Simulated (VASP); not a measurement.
The system is Au.

```
Au
1.0
    -1.65727    1.65727    1.65727
     1.65727   -1.65727    1.65727
     1.65727    1.65727   -1.65727
Au
1
Direct
  0.00000 0.00000 0.00000
```

This isn't the form of Au at room conditions, which is fcc.

| Property | Result |
| --- | --- |
| Program | VASP 6.6.1 |
| Task | single point |
| Functional | PBEsol |
| Potentials or basis | VASP PAW PBE potentials, release 64 (Au) |
| Cutoff | 520 eV |
| k mesh | 11 × 11 × 11 |
| Occupations | fermi-dirac, width 0.05 eV |
| Spin | no spin polarisation |

On this cell: pressure -9.1 GPa; band gap on the k mesh none (metal or under the smearing width).

The same run follows on a disturbed copy (cell strained at random at fixed volume):

```xyz
1
Lattice="-1.6672 1.6108 1.6647 1.6037 -1.6357 1.6260 1.7364 1.7049 -1.6895" Properties=species:S:1:pos:R:3 pbc="T T T"
Au   -0.0479   -0.0243   -0.0083
```

Question: What changes?

Answer: The energy (extrapolated to zero smearing) moves by +5.3 meV/atom; pressure -8.7 GPa; band gap on the k mesh none (metal or under the smearing width).

Stress tensor (GPa, compression positive):
```
-8.03 -1.86  1.72
-1.86 -8.62  0.17
 1.72  0.17 -9.38
```

Caveats: the PAW data sets were made with another functional, which shifts forces and pressure a little.
